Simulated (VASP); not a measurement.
# Ta (Im-3m) in VASP: a series of runs

One crystal, Ta, is run at these levels: PBE+D3(BJ), r2SCAN; tasks: relaxation of the atoms, relaxation of cell and atoms.

All numbers are computed with VASP 6.6.1; they aren't measurements. Logs are shortened: lines on timing, memory, paths and dates and some standing lists are left out, and cuts for length are marked.

## 1. Starting point

The structure is cubic, space group Im-3m (No. 229). The conventional cell has a = 3.303 Å, b = 3.303 Å, c = 3.303 Å, α = 90.00°, β = 90.00°, γ = 90.00°. Ta (site symmetry m-3m) has 8 Ta at 2.86 Å as nearest neighbours.

## 2. Relaxation of the atoms, PBE+D3(BJ) (a relaxed cell with its volume scaled by 1.02)

INCAR

```
PREC = Accurate
ENCUT = 600
EDIFF = 1E-7
ISMEAR = 1
SIGMA = 0.1
LREAL = False
LASPH = True
NELM = 80
ALGO = Normal
ISIF = 2
LWAVE = False
LCHARG = False
GGA = PE
IVDW = 12
IBRION = 2
NSW = 40
EDIFFG = -0.01
```

KPOINTS

```
Automatic mesh
0
Gamma
  16 16 16
```

POSCAR

```
Ta                                      
1.0
   -1.6547330594      1.6547330594      1.6547330594
    1.6547330594     -1.6547330594      1.6547330594
    1.6547330594      1.6547330594     -1.6547330594
  Ta            
     1
Direct
     0.0000000000000000    0.0000000000000000    0.0000000000000000
```

Potentials or basis: VASP PAW PBE potentials, release 64 (Ta_pv).

Launch:

```sh
$ cat potpaw_PBE.64/Ta_pv/POTCAR > POTCAR
$ mpirun -np 1 vasp_std > vasp.out
```

OUTCAR:

```text
PREC = Accurate
   ENCUT = 600
   EDIFF = 1E-7
   ISMEAR = 1
   LREAL = False
   LASPH = True
   NELM = 80
   ISIF = 2
   GGA = PE
   IVDW = 12
   IBRION = 2
   NSW = 40
   EDIFFG = -0.01
 IVDW          = 12

 ion  position               nearest neighbor table
   1  0.000  0.000  0.000-

  LATTYP: Found a body centered cubic cell.
 ALAT       =     3.3094661188

  Lattice vectors:

 A1 = (  -1.6547330594,   1.6547330594,   1.6547330594)
 A2 = (   1.6547330594,  -1.6547330594,   1.6547330594)
 A3 = (   1.6547330594,   1.6547330594,  -1.6547330594)

Analysis of symmetry for initial positions (statically):
=====================================================================
 Subroutine PRICEL returns:
 Original cell was already a primitive cell.

 Routine SETGRP: Setting up the symmetry group for a
 body centered cubic supercell.

 Subroutine GETGRP returns: Found 48 space group operations
 (whereof 48 operations were pure point group operations)
 out of a pool of 48 trial point group operations.

The static configuration has the point symmetry O_h .

Analysis of symmetry for dynamics (positions and initial velocities):
=====================================================================
 Subroutine PRICEL returns:
 Original cell was already a primitive cell.

 Routine SETGRP: Setting up the symmetry group for a
 body centered cubic supercell.

 Subroutine GETGRP returns: Found 48 space group operations
 (whereof 48 operations were pure point group operations)
 out of a pool of 48 trial point group operations.

The dynamic configuration has the point symmetry O_h .

 Subroutine INISYM returns: Found 48 space group operations
 (whereof 48 operations are pure point group operations),
 and found     1 'primitive' translations

----------------------------------------------------------------------------------------

                                     Primitive cell

  volume of cell :      18.1236

  direct lattice vectors                    reciprocal lattice vectors
    -1.654733059  1.654733059  1.654733059     0.000000000  0.302163541  0.302163541
     1.654733059 -1.654733059  1.654733059     0.302163541  0.000000000  0.302163541
     1.654733059  1.654733059 -1.654733059     0.302163541  0.302163541  0.000000000

  length of vectors
     2.866081732  2.866081732  2.866081732     0.427323777  0.427323777  0.427323777

  position of ions in fractional coordinates (direct lattice)
     0.000000000  0.000000000  0.000000000

  ion indices of the primitive-cell ions
   primitive index   ion index
                 1           1

----------------------------------------------------------------------------------------

 KPOINTS: Automatic mesh

Automatic generation of k-mesh.
 Grid dimensions read from file:
 generate k-points for:   16   16   16

 Generating k-lattice:

  Cartesian coordinates                     Fractional coordinates (reciprocal lattice)
     0.000000000  0.018885221  0.018885221     0.062500000  0.000000000  0.000000000
     0.018885221  0.000000000  0.018885221     0.000000000  0.062500000  0.000000000
     0.018885221  0.018885221  0.000000000     0.000000000  0.000000000  0.062500000

  Length of vectors
     0.026707736  0.026707736  0.026707736

  Shift w.r.t. Gamma in fractional coordinates (k-lattice)
     0.000000000  0.000000000  0.000000000

 Subroutine IBZKPT returns following result:
 ===========================================

 Found    145 irreducible k-points:

 Following reciprocal coordinates:
            Coordinates               Weight
  0.000000  0.000000  0.000000      1.000000
  0.062500  0.000000  0.000000     12.000000
  0.125000  0.000000  0.000000     12.000000
  0.187500  0.000000  0.000000     12.000000
  0.250000  0.000000  0.000000     12.000000
  0.312500  0.000000  0.000000     12.000000
[... 16 lines left out ...]
  0.187500  0.187500  0.000000     24.000000
  0.250000  0.187500 -0.000000     48.000000
 [... further k-points ...]
   k-points           NKPTS =    145   k-points in BZ     NKDIM =    145   number of bands    NBANDS=      9
   number of dos      NEDOS =    301   number of ions     NIONS =      1
   total plane-waves  NPLWV =  13824
   dimension x,y,z NGX =    24 NGY =   24 NGZ =   24
   dimension x,y,z NGXF=    48 NGYF=   48 NGZF=   48
   ions per type =               1
   NGX,Y,Z   is equivalent  to a cutoff of  13.92, 13.92, 13.92 a.u.
   NGXF,Y,Z  is equivalent  to a cutoff of  27.84, 27.84, 27.84 a.u.
 SYSTEM =  unknown system
   PREC   = accura    normal or accurate (medium, high low for compatibility)
   ISTART =      0    job   : 0-new  1-cont  2-samecut
   ICHARG =      2    charge: 1-file 2-atom 10-const
   ISPIN  =      1    spin polarized calculation?
   LNONCOLLINEAR =      F non collinear calculations
   LSORBIT =      F    spin-orbit coupling
   LASPH  =      T    aspherical Exc in radial PAW
   ENCUT  =  600.0 eV  44.10 Ry    6.64 a.u.   5.72  5.72  5.72*2*pi/ulx,y,z
   NELM   =     80;   NELMIN=  2; NELMDL= -5     # of ELM steps
   EDIFF  = 0.1E-06   stopping-criterion for ELM
   LREAL  =      F    real-space projection
   EDIFFG = -.1E-01   stopping-criterion for IOM
   NSW    =     40    number of steps for IOM
   IBRION =      2    ionic relax: 0-MD 1-quasi-New 2-CG
   NFREE  =      1    steps in history (QN), initial steepest desc. (CG)
   ISIF   =      2    stress and relaxation
   ISYM   =      2    0-nonsym 1-usesym 2-fastsym
   POTIM  = 0.5000    time-step for ionic-motion
   TEBEG  =    0.0;   TEEND  =   0.0 temperature during run
   PSTRESS=    0.0 pullay stress
   NELECT =      11.0000    total number of electrons
   NUPDOWN=      -1.0000    fix difference up-down
   EMIN   =  10.00;   EMAX   =-10.00  energy-range for DOS
   EFERMI =   0.00;   METHOD = LEGACY
   ISMEAR =     1;   SIGMA  =   0.10  broadening in eV -4-tet -1-fermi 0-gaus
   EFERMI_NEDOS =   21; number of points for ismear=-14 and -15
   IALGO  =     38    algorithm
   IMIX   =      4    mixing-type and parameters
     AMIX     =   0.40;   BMIX     =  1.00
     AMIX_MAG =   1.60;   BMIX_MAG =  1.00
  volume/ion in A,a.u.               =      18.12       122.30
  Fermi-wavevector in a.u.,A,eV,Ry     =   1.386089  2.619328 26.140094  1.921243
  Thomas-Fermi vector in A             =   2.510438
   LORBIT       =      0    0 simple, 1 ext, 2 COOP (PROOUT), +10 PAW based schemes
   GGA     = PE    functional components
   LHFCALC =     F    Hartree Fock is set to
   AEXX    =    0.0000 exact exchange contribution
   IVDW    =    12    specifies the selected vdW correction
   LEPSILON=     F    determine dielectric tensor
   LRPA    =     F    only Hartree local field effects (RPA)
 conjugate gradient relaxation of ions
 non-spin polarized calculation
 Methfessel and Paxton  Order N= 1 SIGMA  =   0.10
  energy-cutoff  :      600.00
  volume of cell :       18.12
 maximum number of plane-waves:       622
   NGX = 11   NGY = 11   NGZ = 11

 number of electron      11.0000001 magnetization

 Free energy of the ion-electron system (eV)
  ---------------------------------------------------
  ext. energy  EPLUGINS =         0.00000000
  ---------------------------------------------------
  free energy    TOTEN  =       -11.80796931 eV

  energy without entropy =      -11.80767525  energy(sigma->0) =      -11.80787129

 E-fermi :   5.4131     XC(G=0): -12.5875

 val. band max:        5.4099562329   @ k =   0.3125   0.0625   0.0625
 cond. band min:       5.4257140676   @ k =   0.5000   0.5000   0.1875
 fundamental gap:      0.0157578347
 Fermi energy:         5.4131170808

 k-point     1 :       0.0000    0.0000    0.0000
  band No.  band energies     occupation
      1     -27.6670      2.00000
      2     -27.6670      2.00000
      3     -27.6670      2.00000
      4      -2.4561      2.00000
      5       6.1671     -0.00000
      6       6.1671     -0.00000
      7       6.1671     -0.00000
      8       9.4188      0.00000
      9       9.4188      0.00000

 k-point     2 :       0.0625    0.0000    0.0000
  band No.  band energies     occupation
      1     -27.7146      2.00000
      2     -27.6817      2.00000
      3     -27.6673      2.00000
      4      -2.2826      2.00000
      5       6.0541     -0.00000
      6       6.1343     -0.00000
      7       6.3368     -0.00000
      8       9.2360      0.00000
      9       9.4190      0.00000

 k-point     3 :       0.1250    0.0000    0.0000
  band No.  band energies     occupation
      1     -27.8483      2.00000
      2     -27.7232      2.00000
      3     -27.6680      2.00000
      4      -1.7847      2.00000
      5       5.7496     -0.00002
      6       5.9888     -0.00000
      7       6.8394     -0.00000
      8       8.8899      0.00000
      9       9.4319      0.00000

 k-point     4 :       0.1875    0.0000    0.0000
  band No.  band energies     occupation
      1     -28.0432      2.00000
      2     -27.7847      2.00000
      3     -27.6691      2.00000
      4      -1.0351      2.00000
      5       5.3337      1.97731
      6       5.6781     -0.00116
      7       7.6546      0.00000
      8       8.7243      0.00000
      9       9.4848      0.00000

 k-point     5 :       0.2500    0.0000    0.0000
  band No.  band energies     occupation
      1     -28.2661      2.00000
      2     -27.8564      2.00000
      3     -27.6704      2.00000
      4      -0.1753      2.00000
      5       4.8913      2.00000
      6       5.3500      1.86733
      7       8.7452      0.00000
      8       8.8361      0.00000
      9       9.6031      0.00000

 k-point     6 :       0.3125    0.0000    0.0000
  band No.  band energies     occupation
      1     -28.4818      2.00000
      2     -27.9271      2.00000
      3     -27.6717      2.00000
      4       0.5622      2.00000
      5       4.4901      2.00000
      6       5.3240      2.01973
      7       9.0939      0.00000
      8       9.7922      0.00000
      9      10.0460      0.00000
[... 169 lines left out ...]
 k-point    21 :       0.3750    0.1250    0.0000
  band No.  band energies     occupation
      1     -28.7284      2.00000
      2     -28.0786      2.00000
      3     -27.7347      2.00000
      4       1.5708      2.00000
      5       4.0505      2.00000
      6       5.8922     -0.00000
      7       9.1417      0.00000
      8      10.4397      0.00000
      9      13.3086      0.00000

 k-point    22 :       0.4375    0.1250    0.0000
  band No.  band energies     occupation
      1     -28.7606      2.00000
      2     -28.0967      2.00000
      3     -27.7354      2.00000
      4       1.5797      2.00000
      5       3.9976      2.00000
      6       6.2184     -0.00000
      7       9.1105      0.00000
      8      10.5881      0.00000
      9      13.8236      0.00000

 k-point    23 :       0.1875    0.1875    0.0000
  band No.  band energies     occupation
      1     -28.4581      2.00000
      2     -27.9453      2.00000
      3     -27.7511      2.00000
      4       1.0740      2.00000
      5       4.4561      2.00000
      6       4.8115      2.00000
      7       8.5162      0.00000
      8      10.1766      0.00000
      9      10.6979      0.00000

 k-point    24 :       0.2500    0.1875   -0.0000
  band No.  band energies     occupation
      1     -28.5719      2.00000
      2     -28.0417      2.00000
      3     -27.7663      2.00000
      4       1.7494      2.00000
      5       4.1914      2.00000
      6       4.8346      2.00000
      7       8.7680      0.00000
      8      10.2528      0.00000
      9      12.1261      0.00000

 [... further k-points ...]

------------------------ aborting loop because EDIFF is reached ----------------------------------------

 Edisp (eV)   -0.65817

 E8    (eV) :    -0.3446

  FORCE on cell =-STRESS in cart. coord.  units (eV):
  Direction    XX          YY          ZZ          XY          YZ          ZX
  --------------------------------------------------------------------------------------
  -------------------------------------------------------------------------------------
  Total      -0.44254    -0.44254    -0.44254     0.00000    -0.00000     0.00000
  in kB     -39.12146   -39.12146   -39.12146     0.00000    -0.00000     0.00000
  external pressure =      -39.12 kB  Pullay stress =        0.00 kB

 VOLUME and BASIS-vectors are now :
 -----------------------------------------------------------------------------
  energy-cutoff  :      600.00
  volume of cell :       18.12
      direct lattice vectors                 reciprocal lattice vectors
    -1.654733059  1.654733059  1.654733059     0.000000000  0.302163541  0.302163541
     1.654733059 -1.654733059  1.654733059     0.302163541  0.000000000  0.302163541
     1.654733059  1.654733059 -1.654733059     0.302163541  0.302163541  0.000000000

 POSITION                                       TOTAL-FORCE (eV/Angst)
 -----------------------------------------------------------------------------------
      0.00000      0.00000      0.00000         0.000000      0.000000      0.000000
 -----------------------------------------------------------------------------------
    total drift:                               -0.000000      0.000000      0.000000

  FREE ENERGIE OF THE ION-ELECTRON SYSTEM (eV)
  ---------------------------------------------------
  free  energy   TOTEN  =       -12.4661433552 eV

  energy  without entropy=      -12.4658492957  energy(sigma->0) =      -12.46604534

 reached required accuracy - stopping structural energy minimisation
```

Run time: 10 s. Hardware: 1 thread of Intel Xeon Platinum 8488C (Sapphire Rapids), shared host; peak memory 0.17 GiB.

Results:

```yaml
Free_energy: -12.4661 eV
Pressure_after_relaxing: -3.9 GPa
Band_gap_on_the_k_mesh: none (metal or under the smearing width)
Dispersion_energy_per_atom: -0.658 eV
```

Final structure:
```xyz
1
Lattice="-1.6547 1.6547 1.6547 1.6547 -1.6547 1.6547 1.6547 1.6547 -1.6547" Properties=species:S:1:pos:R:3 pbc="T T T"
Ta    0.0000    0.0000    0.0000
```

Caveat: the relaxation stopped at its first step, so nothing moved; pairwise dispersion overbinds metals, which lowers pressure and volume.

[end of part 1 of 2]
